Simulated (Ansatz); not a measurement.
Sensitivity of the gradients in TlCl with a Tl vacancy to the input

Cell: a supercell of TlCl (space group Cmcm) built from a computed structure from the Materials Project (it need not be an observed phase), with all atoms left at the host's positions.

Space group Amm2 (No. 38); a = 9.4341, b = 12.8141, c = 12.2220 Å.

```csv
site,Wyckoff,site symmetry,x,y,z
Tl1,2a,mm2,0.0000,0.5000,0.2202
Tl2,4e,m..,0.5000,0.6667,0.7202
Tl3,4d,m..,0.0000,0.6667,0.7202
Tl6,4c,.m.,0.7500,0.5000,0.4465
Tl8,8f,1,0.7500,0.6667,0.9465
Cl12,4c,.m.,0.7500,0.5000,0.6898
Cl14,8f,1,0.7500,0.6667,0.1898
Cl18,2b,mm2,0.5000,0.5000,0.9768
Cl19,2a,mm2,0.0000,0.5000,0.9768
Cl20,4e,m..,0.5000,0.6667,0.4768
Cl21,4d,m..,0.0000,0.6667,0.4768
```

One atom of each set is listed; the run and its k-mesh use a cell of 23 atoms with edges of 8.85, 12.22, 9.43 Å.

Reference run. Level of theory: DFT, PBE, plane waves and PAW, scalar-relativistic, 420 eV cutoff, Γ-centred 3×3×2 k-points, Fermi–Dirac smearing 0.01 eV, cell charge -1 (Ansatz 0.2.0).

**Question.** The input is changed as follows: `kpoints.mp_grid.grid`: [3, 3, 2] → [2, 2, 1]; `hamiltonian.xc`: pbe → rpbe. What happens to V_zz (10²¹ V/m²) and η?

**Answer.** 

```csv
site,V_zz reference,η reference,V_zz changed,η changed
Tl1,3.02,0.18,2.26,0.83
Tl2,4.26,0.95,-4.61,0.58
Tl3,3.74,0.31,3.73,0.43
Tl6,-3.68,0.96,-3.98,0.47
Tl8,5.28,1.00,-5.71,0.68
Cl12,0.60,0.73,-0.60,0.86
Cl14,-2.83,0.19,-2.80,0.25
Cl18,-5.32,0.25,-5.08,0.18
Cl19,-0.58,0.11,-0.61,0.37
Cl20,-1.21,0.77,-1.14,0.61
Cl21,-0.66,0.44,0.61,0.92
```

The largest change of V_zz along a kept axis is on Tl1, from 3.02 to 2.26. In per cent, |V_zz| changes by -25 to +8 on Tl, -6 to +5 on Cl (all sites that start above 0.5, bar those whose gradient vanishes or changes sign or whose main axis turns by over 40°). Where |V_zz| stays above 0.1 and the axes keep their order, η moves most on Tl1, from 0.18 to 0.83. On Cl19 V_xx and V_yy change places (or their axes turn by over 50°), so the two values of η hide a larger change. On Tl8, Tl2, Cl21, Cl12 the largest principal value lies along another axis in the second run, so the two V_zz can't be compared directly. SCF iterations: 8 and 8. In the changed run the k-mesh is coarser than the standard one, so its values aren't converged ones.

On the reference run: The defect repeats with the cell of 23 atoms, so it feels its images: sites between two images don't show the values beside a lone defect, and zeros or small values of η there can come from the images' arrangement. Cl and Tl carry a gradient in the pure host already, so the values there aren't the defect's effect alone. A uniform background compensates the cell's charge. Spin–orbit coupling is left out, which shifts gradients on Tl by a few per cent, and by more where contributions nearly cancel. The neighbours have not yet relaxed around the defect (largest force 0.27 eV/Å), so a real crystal will differ.
